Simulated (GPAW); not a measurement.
# BaTe (Fm-3m): G0W0 on several meshes in GPAW

How does the mesh move the gap of BaTe (Fm-3m)?

Main program and level: GPAW 26.7.0; PBE and many-body steps on it, plane waves.

Report form: the programs' logs are mostly left out.

The database entry behind the starting cell differs from later determinations by our own check (about 0.2 % short), so it need not match the best structure at ambient conditions.

## Step 1: The structure

Symmetry: Fm-3m, No. 225, cubic system. The conventional cell has a = 6.986 Å, b = 6.986 Å, c = 6.986 Å, α = 90.00°, β = 90.00°, γ = 90.00°. Nearest to Ba lie 6 Te at 3.49 Å. Te has 6 Ba at 3.49 Å nearest. Farther neighbours and most contacts between anions are not listed.

As a file:

```xyz
2
Lattice="0.0000 3.4930 3.4930 3.4930 0.0000 3.4930 3.4930 3.4930 0.0000" Properties=species:S:1:pos:R:3 pbc="T T T"
Ba    0.0000    0.0000    0.0000
Te    3.4930    3.4930    3.4930
```

The cell and positions come from the Crystallography Open Database and are kept as given unless a step says otherwise. Spin-orbit coupling is left out unless a step names it.

## Step 2: Empty states on the mesh, 4×4×4 mesh, 401 bands

This step: GPAW 26.7.0; DFT, PBE, plane waves, PAW.

The sums over transitions need many empty states on a uniform mesh; this step solves for them.

File run.py:

```python
import json
import numpy as np
from gpaw.mpi import world
from gpaw import GPAW

calc = GPAW('gs.gpw').fixed_density(kpts={'size': (4, 4, 4), 'gamma': True},
    parallel={'domain': 1, 'band': 1},
    txt='nscf.txt')
calc.diagonalize_full_hamiltonian(nbands=401)
calc.write('full.gpw', mode='all')
res = {}
kpts = calc.get_ibz_k_points()
res['kpts'] = kpts
res['eigenvalues'] = [calc.get_eigenvalues(kpt=k) for k in range(len(kpts))]
res['n_electrons'] = calc.get_number_of_electrons()

if world.rank == 0:
    with open('result.json', 'w') as f:
        json.dump(res, f, default=lambda x: x.tolist())
```

On the command line:

```bash
$ mpirun -n 4 gpaw python run.py
```

Run time: 18 s. Hardware: 4 MPI ranks of Arm Neoverse V1, shared host; peak memory 1.8 GiB.

This step gave:

| Item | Value |
| --- | --- |
| gap | 1.529 eV |
| k of the valence top | 0, 0, 0 |
| k of the conduction bottom | 0.5, 0.5, 0 |
| least direct gap | 1.906 eV |
| k points computed | 8 |
| lowest point of the top converged band, above the valence top | 150.4748 eV |

On this mesh the gap is 1.529 eV.

## Step 3: 4×4×4

Now the one-shot GW correction: screening in the RPA, then the self-energy of the levels asked for.

This step: G0W0 on PBE, plane waves, PAW.

File run.py:

```python
import json
import numpy as np
from gpaw.mpi import world
from gpaw.response.g0w0 import G0W0

gw = G0W0('full.gpw',
    filename='gw',
    kpts=[0, 5],
    bands=(6, 10),
    ecut=96,
    nbands=182,
    integrate_gamma='WS',
    ppa=True)
gw.calculate()
res = {mode: {k: v for k, v in r.items() if k != 'sigma_eskwn'}
       for mode, r in gw.all_results.items()}

if world.rank == 0:
    with open('result.json', 'w') as f:
        json.dump(res, f, default=lambda x: x.tolist())
```

On the command line:

```bash
$ mpirun -n 4 gpaw python run.py
```

It took 52 s on 4 MPI ranks; peak memory 1.3 GiB; 3.5 min of CPU time.

This step gave:

| Quantity | Value |
| --- | --- |
| G0W0 gap on the points computed | 2.449 eV |
| least direct G0W0 gap on the computed points | 2.884 eV |
| Z at the valence top | 0.7987 |
| Z at the conduction bottom | 0.8167 |
| starting gap on the mesh | 1.529 eV |
| k of the valence top | 0, 0, 0 |
| k of the conduction bottom | 0.5, 0.5, 0 |

The gap on the mesh goes from 1.53 eV to 2.45 eV, a correction of +0.92 eV.

## Step 4: Empty states on the mesh, 2×2×2 mesh, 192 bands

This step: DFT, PBE, plane waves, PAW.

File run.py:

```python
import json
import numpy as np
from gpaw.mpi import world
from gpaw import GPAW

calc = GPAW('gs.gpw').fixed_density(kpts={'size': (2, 2, 2), 'gamma': True},
    parallel={'domain': 1, 'band': 1},
    txt='nscf.txt')
calc.diagonalize_full_hamiltonian(nbands=192)
calc.write('full.gpw', mode='all')
res = {}
kpts = calc.get_ibz_k_points()
res['kpts'] = kpts
res['eigenvalues'] = [calc.get_eigenvalues(kpt=k) for k in range(len(kpts))]
res['n_electrons'] = calc.get_number_of_electrons()

if world.rank == 0:
    with open('result.json', 'w') as f:
        json.dump(res, f, default=lambda x: x.tolist())
```

On the command line:

```bash
$ mpirun -n 3 gpaw python run.py
```

Elapsed: 10 s, on 3 MPI ranks; peak memory 1.1 GiB; 30 s of CPU time.

This step gave:

```
gap                                                           : 1.529 eV
k of the valence top                                          : 0, 0, 0
k of the conduction bottom                                    : 0.5, 0.5, 0
least direct gap                                              : 1.906 eV
k points computed                                             : 3
lowest point of the top converged band, above the valence top : 87.2909 eV
```

On this mesh the gap is 1.529 eV.

## Step 5: 2×2×2

This step: G0W0 on PBE, plane waves, PAW.

File run.py:

```python
import json
import numpy as np
from gpaw.mpi import world
from gpaw.response.g0w0 import G0W0

gw = G0W0('full.gpw',
    filename='gw',
    kpts=[0, 1],
    bands=(6, 10),
    ecut=96,
    nbands=182,
    integrate_gamma='WS',
    ppa=True)
gw.calculate()
res = {mode: {k: v for k, v in r.items() if k != 'sigma_eskwn'}
       for mode, r in gw.all_results.items()}

if world.rank == 0:
    with open('result.json', 'w') as f:
        json.dump(res, f, default=lambda x: x.tolist())
```

On the command line:

```bash
$ mpirun -n 4 gpaw python run.py
```

It took 9.9 s on 4 MPI ranks; peak memory 1.3 GiB; 39 s of CPU time.

This step gave:

* G0W0 gap on the points computed: 2.516 eV
* least direct G0W0 gap on the computed points: 2.926 eV
* Z at the valence top: 0.7984
* Z at the conduction bottom: 0.8135
* starting gap on the mesh: 1.529 eV
* k of the valence top: 0, 0, 0
* k of the conduction bottom: 0.5, 0.5, 0

Against G0W0 in GPAW (4×4×4 mesh, 182 bands, screening to 96 eV, Godby-Needs plasmon pole), the gap moves by +0.067 eV.

## Step 6: The runs together

Times are wall times on 4 MPI ranks of Arm Neoverse V1, shared host, good to a factor of about two.

```csv
run,mesh,bands,screening cutoff (eV),DFT gap (eV),gap on the mesh (eV),direct (eV),time
4×4×4,4×4×4,182,96,1.529,2.449,2.884,52 s
2×2×2,2×2×2,182,96,1.529,2.516,2.926,9.9 s
```

## Step 7: What came out

```json
{"4×4×4": "2.449 eV", "2×2×2": "2.516 eV", "known limits": "not at the basis limit; no spin-orbit coupling; coarse k mesh"}
```

What this shows: 2×2×2: +0.067 eV against 4×4×4. Bands and cutoff are finite, so the gap is not at the basis limit. The miss can reach some tenths of an eV and take either sign; the mesh is an error of its own. These stock PAW sets were not made for GW; the filled d or f shell of Te lies in the frozen core, which bears on start and correction. In the G0W0 runs levels were corrected at 2 k points alone, so a gap called «on the mesh» is the least over those, and an edge elsewhere would be missed. The many-body steps are scalar-relativistic: spin-orbit coupling is not in them.

[Paths, hosts, dates, memory and timing lines, banners, echoed tables and standing remarks are left out of the program output.]

[Logs are printed without paths, hosts, clocks, repeated set-up lines and the standing remarks that a program may print on its own settings, such as how far it seeks lower states.]

[Runs of the session that timed out or met a known fault of the program may be left out.]

[Hosts, paths, dates, database ids (printed as entryN), source tags and the programs' standing remarks are cut or masked in the printed files.]
